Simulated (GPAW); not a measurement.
Here is a GPAW 26.7.0 calculation.

run.py

```python
import numpy as np
from ase import Atoms
from ase.dft.bandgap import bandgap
from ase.io import write
from gpaw import GPAW, PW, setup_paths
from gpaw.response.df import DielectricFunction

setup_paths.insert(0, '.')

atoms = Atoms(['N', 'B'],
              cell=[[0.0, 3.49531583, 2.16609124],
                    [1.2516321, 0.0, 2.16609124],
                    [1.2516321, 3.49531583, 0.0]],
              scaled_positions=[[0.66665134, 0.66665134, 0.33334866],
                                [0.00004865, 0.00004865, 0.99995135]],
              pbc=True)

calc = GPAW(mode=PW(600),
            xc='PBEsol',
            kpts={'size': (10, 10, 10), 'gamma': True},
            occupations={'name': 'fermi-dirac', 'width': 0.001},
            nbands=11,
            convergence={'density': 1e-06},
            maxiter=150,
            txt='gpaw.txt')
atoms.calc = calc
energy = atoms.get_potential_energy()
calc.write('gs.gpw')
write('result.traj', atoms)
print(f'Energy: {energy:.6f} eV')
print('Fermi level:', round(calc.get_fermi_level(), 4), 'eV')
print(f'Gap: {bandgap(calc)[0]:.4f} eV, direct: {bandgap(calc, direct=True)[0]:.4f} eV')

for size in [(17, 17, 17)]:
    name = 'x'.join(str(n) for n in size)
    dense = calc.fixed_density(kpts={'size': size, 'gamma': True},
                               nbands=30, convergence={'bands': 24, 'eigenstates': 1e-7},
                               update_fermi_level=True, txt=f'dense-{name}.txt')
    dense.write(f'{name}.gpw', mode='all')
    df = DielectricFunction(f'{name}.gpw', frequencies=np.array([0.0]), hilbert=False, eta=0.001,
                            ecut=80, nbands=24, intraband=False, txt=f'df-{name}.txt')
    for xc in ['RPA']:
        for direction in ['x', 'y', 'z', [0, 1, 1], [1, 0, 1], [1, 1, 0]]:
            e0, e = df.get_macroscopic_dielectric_constant(xc=xc, direction=direction)
            print(f'{name} {xc} {direction}: {e0:.4f} without, {e:.4f} with local fields')
```

Potentials or basis: PAW data sets generated in the run's folder for this functional, pw.

Run with:

```sh
$ gpaw-setup -f PBEsol B N
$ OMP_NUM_THREADS=1 python run.py
```

(1) Estimate the electronic dielectric tensor (diagonal).

(2) Estimate the band gap on the k mesh.

Answers

(1) 4.54, 2.35, 4.56.

(2) 3.79 eV, indirect (least direct gap 4.69 eV).

Caveat: the long-wavelength limit can be off by a per cent or two; an odd mesh through Γ misses points on the zone boundary, where band edges often lie; the program warned that so skewed a cell can give wrong results.
